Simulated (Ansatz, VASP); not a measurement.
This is a calculation of Al2O3 for Ansatz 0.2.0.

Contents of input.yaml:

```yaml
crystal:
  lattice:
    - [3.017482544, 0.0, 0.0]
    - [-1.508741272, 2.6132165386, 0.0]
    - [0.0, 0.0, 7.5746360022]
  atoms:
    - { symbol: Al, position: [0.0, 0.0, 0.722049] }
    - { symbol: Al, position: [0.0, 0.0, 0.277951] }
    - { symbol: O, position: [0.0, 0.0, 0.5] }
    - { symbol: O, position: [0.6666666667, 0.3333333333, 0.800546] }
    - { symbol: O, position: [0.3333333333, 0.6666666667, 0.199454] }
hamiltonian:
  xc: pbe
  pseudopotentials: { kind: paw }
kpoints:
  mp_grid: { grid: [10, 10, 4] }
scf:
  occupations: { method: fermi_dirac, width: 0.05 }
output:
  forces: true
  stress: true
  eigenvalues: true
```

Potentials or basis: Ansatz PAW.

Command:

```sh
$ ansatz run input.yaml --threads 2 --pin off --max-ram 5120MiB --backend cpu --events-out ev --progress --plain --runs-dir out
```

Set up the same calculation for VASP 6.6.1. Potentials there: VASP PAW PBE potentials, release 64 (Al, O).

As run (the cutoff follows the program's own potentials):

INCAR

```
SYSTEM = Al2O3
PREC = Accurate
ENCUT = 520
EDIFF = 1E-7
ISMEAR = -1
SIGMA = 0.05
LREAL = .FALSE.
LASPH = .TRUE.
NELM = 100
ALGO = Normal
ISIF = 2
LWAVE = .FALSE.
LCHARG = .FALSE.
GGA = PE
NBANDS = 20
```

The input KPOINTS:

```
regular mesh
0
G
  10 10 4
  0 0 0
```

POSCAR

```
Al2O3
1.0
    3.0174825440      0.0000000000      0.0000000000
   -1.5087412720      2.6132165386      0.0000000000
    0.0000000000      0.0000000000      7.5746360022
Al O
2 3
Direct
    0.0000000000      0.0000000000      0.7220490000
    0.0000000000      0.0000000000      0.2779510000
    0.0000000000      0.0000000000      0.5000000000
    0.6666666667      0.3333333333      0.8005460000
    0.3333333333      0.6666666667      0.1994540000
```

Potentials or basis: VASP PAW PBE potentials, release 64 (Al, O).

The run is started by

```console
$ cat potpaw_PBE.64/Al/POTCAR potpaw_PBE.64/O/POTCAR > POTCAR
$ mpirun -np 1 vasp_std > vasp.out
```

Both were run:

|  | VASP | Ansatz | Ansatz less VASP |
| --- | --- | --- | --- |
| gap on the k mesh at the Fermi level (eV) | 2.29 | 2.30 | +0.014 |
| least direct gap on the mesh (eV) | 2.29 | 2.30 | +0.014 |
| pressure (GPa) | -0.5 | -0.5 | +0.02 |
| largest component of the traceless stress (GPa) | 0.33 | 0.13 | -0.201 |
| rms of the force components (eV/Å) | 0.043 | 0.054 | +0.0109 |

Atom by atom the forces differ by 0.018 eV/Å (rms over components).

Caveats: the pressure holds a Pulay correction of +0.6 GPa for the finite cutoff (Ansatz). A k mesh can miss the band edges.
